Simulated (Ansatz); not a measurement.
# Li2Se: the cell at several levels of theory

How does the equilibrium cell of the known phase of Li2Se (Fm-3m) with 3 atoms a cell depend on the functional? It is relaxed with PBE, r2SCAN, PBEsol, LDA and HSE06.

Program: Ansatz 0.2.0. PAW datasets, plane waves, zero pressure. Calculated at 0 K for a non-magnetic cell.

## Step 1: The system as given

The symmetry is Fm-3m (No. 225, cubic); conventional cell a = 6.005 Å, 18.05 Å³ an atom. Around Li lie 4 Se at 2.60 Å; around Se lie 8 Li at 2.60 Å.

Coordinates:

```
CELL_PARAMETERS angstrom
0.00000 3.00250 3.00250
3.00250 0.00000 3.00250
3.00250 3.00250 0.00000
ATOMIC_POSITIONS crystal
Li 0.25000 0.25000 0.25000
Li 0.75000 0.75000 0.75000
Se 0.00000 0.00000 0.00000
```

## Step 2: Relaxing with PBE

input.yaml reads:

```yaml
crystal:
  lattice:
    - [0.0, 3.0025, 3.0025]
    - [3.0025, 0.0, 3.0025]
    - [3.0025, 3.0025, 0.0]
  atoms:
    - { symbol: Li, position: [0.25, 0.25, 0.25] }
    - { symbol: Li, position: [0.75, 0.75, 0.75] }
    - { symbol: Se, position: [0.0, 0.0, 0.0] }
kpoints:
  mp_grid: { grid: [6, 6, 6] }
hamiltonian:
  xc: pbe
scf:
  occupations: { method: fermi_dirac, width: 0.02 }
relax:
  f_tol: 0.005
  cell: {}
output:
  write_density: true
  write_potential: true
  elf: true
  volumetric_format: npy
```

The run is started by

```bash
> ansatz run input.yaml --threads 2 --pin off --max-ram 2211MiB --backend cpu --events-out ev --progress --plain --runs-dir out
```

Further steps of the session: Relaxing with r2SCAN; Relaxation with PBEsol; Relaxing with LDA; Relaxing with HSE06.

Before running it: what results should come out? Wanted: for each run, a; volume; space group; SCF geometries.

**Answer**, as computed:

| level | a (Å) | volume (Å³/atom) | space group | SCF geometries |
| --- | --- | --- | --- | --- |
| PBE | 6.005 | 18.045 | Fm-3m | 2 |
| r2SCAN | 5.987 | 17.883 | Fm-3m | 3 |
| PBEsol | 5.945 | 17.509 | Fm-3m | 4 |
| LDA | 5.847 | 16.662 | Fm-3m | 4 |
| HSE06 | 5.974 | 17.765 | Fm-3m | 3 |

**Reading.** The first relaxation changed the volume by +0.0 % from the start. The volume runs from LDA (least) to PBE (most), a spread of 8.3 %, or 2.7 % in length if all axes shared it alike. The meshes differ: PBE 6×6×6, r2SCAN 6×6×6, PBEsol 6×6×6, LDA 6×6×6, HSE06 4×4×4.
